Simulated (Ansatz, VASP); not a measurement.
**SnTe: VASP beside Ansatz**

Contents of INCAR:

```
  PREC = Accurate
  ENCUT = 520
  EDIFF = 1E-6
  ISMEAR = 0
  SIGMA = 0.05
  LREAL = F
  LASPH = T
  NELM = 60
  ALGO = Normal
  ISIF = 2
  LWAVE = F
  LCHARG = T
  GGA = PE
  IVDW = 13
  LELF = T
  LVHAR = T
  NBANDS = 17
```

File KPOINTS:

```
Automatic mesh
0
Gamma
  6 6 6
```

POSCAR

```
SnTe
1.0
    0.0000000000      3.1311300102      3.1311300102
    3.1311300102      0.0000000000      3.1311300102
    3.1311300102      3.1311300102      0.0000000000
Sn Te
1 1
Direct
    0.5000000000      0.5000000000      0.5000000000
    0.0000000000      0.0000000000      0.0000000000
```

Input for Ansatz:

```yaml
crystal:
  lattice:
    - [0.0, 3.1311300102, 3.1311300102]
    - [3.1311300102, 0.0, 3.1311300102]
    - [3.1311300102, 3.1311300102, 0.0]
  atoms:
    - { symbol: Sn, position: [0.5, 0.5, 0.5] }
    - { symbol: Te, position: [0.0, 0.0, 0.0] }
basis:
  ecutwfc: 420
  ecutrho_ratio: 4
kpoints:
  mp_grid: { grid: [6, 6, 6] }
hamiltonian:
  xc: pbe
  dispersion: d4
scf:
  occupations: { method: gaussian, width: 0.05 }
output:
  forces: true
  stress: true
  eigenvalues: true
```

Alike in both runs: task single point; functional PBE; dispersion D4; k mesh 6 × 6 × 6; occupations gaussian, width 0.05 eV; no spin polarisation.

|  | VASP | Ansatz |
| --- | --- | --- |
| version | VASP 6.6.1 | Ansatz 0.2.0 |
| potentials or method | VASP PAW PBE potentials, release 64 (Sn_d, Te) | scalar-relativistic, plane waves, PAW |
| plane-wave cutoff (eV) | 520 | 420 |
| valence electrons in the cell | 20 | 30 |

|  | VASP | Ansatz | Ansatz less VASP |
| --- | --- | --- | --- |
| gap on the k mesh at the Fermi level (eV) | 0.15 | 0.15 | -0.001 |
| least direct gap on the mesh (eV) | 0.15 | 0.15 | -0.001 |
| pressure (GPa) | 0.9 | 1.0 | +0.02 |
| dispersion energy (meV/atom) | -448.5 | -448.7 | -0.21 |

The two sets of potentials don't hold the same shells in valence.

Caveats: spin-orbit coupling is left out, which moves the levels of the heavy elements.
